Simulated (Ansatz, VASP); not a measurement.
As in VASP and in Ansatz

INCAR

```
SYSTEM = As
PREC = Accurate
ENCUT = 520
EDIFF = 1E-7
ISMEAR = -1
SIGMA = 0.1
LREAL = .False.
LASPH = .True.
NELM = 60
ALGO = Normal
ISIF = 2
LWAVE = .False.
LCHARG = .False.
GGA = PE
NBANDS = 8
```

The input KPOINTS:

```
Automatic mesh
0
Gamma
  13 13 13
  0 0 0
```

The input POSCAR:

```
As
1.0
    2.6593582573      0.0000000000      0.0000000000
    0.0000000000      2.6593582573      0.0000000000
    0.0000000000      0.0000000000      2.6593582573
As
1
Direct
    0.0000000000      0.0000000000      0.0000000000
```

Input for Ansatz:

```yaml
crystal:
  lattice:
    - [2.6593582573, 0.0, 0.0]
    - [0.0, 2.6593582573, 0.0]
    - [0.0, 0.0, 2.6593582573]
  atoms:
    - { symbol: As, position: [0.0, 0.0, 0.0] }
hamiltonian:
  xc: pbe
  pseudopotentials:
    kind: paw
    azcp:
      As: "pseudopotentials/As.paw.azcp"
basis:
  ecutwfc: 420
  fft_grid_basis: typed
kpoints:
  mp_grid: { grid: [13, 13, 13], shift: [0, 0, 0] }
magnetization:
  spin_polarized: false
scf:
  occupations: { method: fermi_dirac, width: 0.1 }
  lower_state_search: "off"
output:
  stress: true
```

Alike in both runs: task single point; functional PBE; k mesh 13 × 13 × 13; occupations fermi-dirac, width 0.1 eV; no spin polarisation.

```csv
,VASP,Ansatz
version,VASP 6.6.1,Ansatz 0.2.0
potentials or method,"VASP PAW PBE potentials, release 64 (As)","plane waves (420 eV) with PAW, scalar-relativistic"
plane-wave cutoff (eV),520,420
valence electrons in the cell,5,15
```

|  | VASP | Ansatz | Ansatz less VASP |
| --- | --- | --- | --- |
| pressure (GPa) | 7.9 | 7.6 | -0.30 |

The two sets of potentials don't hold the same shells in valence.
